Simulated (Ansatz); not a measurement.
# Calculated quadrupolar parameters for Hf3N4 under strain

The cell is a COD entry, relaxed with PBE at fixed cell and then changed (z compressed by 1 %, ions relaxed).

```
CELL_PARAMETERS angstrom
-3.35050 3.35050 3.31699
3.35050 -3.35050 3.31699
3.35050 3.35050 -3.31699
ATOMIC_POSITIONS crystal
Hf 0.25000 0.62342 0.37342
Hf 0.37658 0.25000 0.62658
Hf 0.75000 0.87658 0.12658
Hf 0.12342 0.75000 0.87342
Hf 0.62500 0.37500 0.25000
Hf 0.87500 0.12500 0.75000
N 0.13783 0.13731 0.13731
N 0.86269 0.50000 0.00052
N 0.50000 0.00051 0.36269
N 0.99949 0.86217 0.49948
N 0.36217 0.49949 0.99948
N 0.63731 0.63783 0.63731
N 0.00000 0.36269 0.50052
N 0.50051 0.00000 0.86269
```

Sites (sets of like atoms) are named by element and the number of their first atom in this list.

Computed with Ansatz: DFT, PBE, plane waves and PAW, scalar-relativistic, 420 eV cutoff, Γ-centred 6×6×6 k-points, Fermi–Dirac smearing 0.02 eV.

C_Q = eQV_zz/h, which is 24.18 MHz for Q = 1 b and V_zz = 10²¹ V/m²; η = (V_xx − V_yy)/V_zz.

¹⁷⁹Hf: I = 9/2, Q = 3793 mb; ¹⁴N: I = 1, Q = 20.44 mb. Q values from Pyykkö, Mol. Phys. 116, 1328 (2018).

```
site  atoms (order as listed)          first shell  V_zz (10²¹ V/m²)     η  C_Q (MHz)
 Hf1               1, 2, 3, 4   8 N at 2.20–2.44 Å              25.9  0.15       2374
 Hf5                     5, 6   8 N at 2.22–2.41 Å              22.2  0.00       2033
   N   7, 8, 9, 10, 11, 12, …  6 Hf at 2.20–2.44 Å              0.76  0.30      0.374
```

An axis of threefold or higher order runs through Hf5, so V_zz lies along it and η is zero.

Without spin–orbit coupling the gradients at and beside Hf can be off by some per cent, at some sites by more. With a gap of 1.0 eV on this mesh, small gradients can still move by 0.1 × 10²¹ V/m² or more as the k-mesh gets denser. At this changed cell the PBE pressure is 6 GPa.
